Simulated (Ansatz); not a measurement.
## SnO (Pmn2_1), random displacements

All numbers below come from DFT LDA, scalar-relativistic, plane waves, PAW (Ansatz). Cutoff 420 eV, Γ-centred 8×6×6 k-points, Gaussian smearing of 0.05 eV. No spin polarisation. Energies are free energies at this smearing, counted from the undisturbed cell; pressure is positive in compression.

Zero of the scan (as given, not relaxed at this level; this form isn't the usual structure):

```
Sn O
1.0
     3.35500    0.00000    0.00000
     0.00000    5.67410    0.00000
     0.00000    0.00000    4.22197
Sn O
2 2
Direct
  0.00000 0.23191 0.51314
  0.50000 0.76809 0.01314
  0.00000 0.89125 0.73686
  0.50000 0.10875 0.23686
```

The cell holds layers and no dispersion correction was added, so their binding is poorly described.

The atoms are displaced (Å, in the unstrained cell):

```tsv
atom	ux	uy	uz
Sn1	-0.110	-0.021	-0.075
Sn2	-0.051	-0.048	-0.207
O3	0.664	-0.366	0.003
O4	-0.503	0.435	0.280
```

The cell is not strained.

Question: What are the energy change, the stress and the forces?

Answer: ΔE = 3508.1 meV/atom; stress (xx, yy, zz, yz, xz, xy; compression positive) (120.42, 10.37, 87.52, -19.70, 30.00, -33.37) GPa; gap on the mesh 0.95 eV.
| atom | Fx (eV/Å) | Fy | Fz |
| --- | --- | --- | --- |
| Sn1 | -20.66 | 4.46 | 14.49 |
| Sn2 | 33.81 | -13.67 | 34.06 |
| O3 | -33.88 | 13.72 | -33.81 |
| O4 | 20.72 | -4.51 | -14.73 |

Cost: 1 run of about 0.42 core-minutes, on Arm Neoverse V2 (shared hosts).